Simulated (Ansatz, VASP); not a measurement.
## Be: VASP beside Ansatz

```
Be
1.0
    -1.25064    1.25064    1.25064
     1.25064   -1.25064    1.25064
     1.25064    1.25064   -1.25064
Be
1
Direct
  0.00000 0.00000 0.00000
```

Alike in both runs: task single point; functional PBE; k mesh 10 × 10 × 10; occupations gaussian, width 0.05 eV; no spin polarisation.

|  | VASP | Ansatz |
| --- | --- | --- |
| version | VASP 6.6.1 | Ansatz 0.2.0 |
| potentials or method | VASP PAW PBE potentials, release 64 (Be) | scalar-relativistic, plane waves, PAW |
| plane-wave cutoff (eV) | 520 | 600 |
| valence electrons in the cell | 2 | 2 |

Ansatz gave:

| Item | Value |
| --- | --- |
| gap on the k mesh at the Fermi level (eV) | none |
| pressure (GPa) | 0.0 |

Question: Estimate VASP's values.

Answer: gap on the k mesh at the Fermi level (eV): none; pressure (GPa): 0.1.

A gap of «none» marks a metal or a gap that the smearing closes.
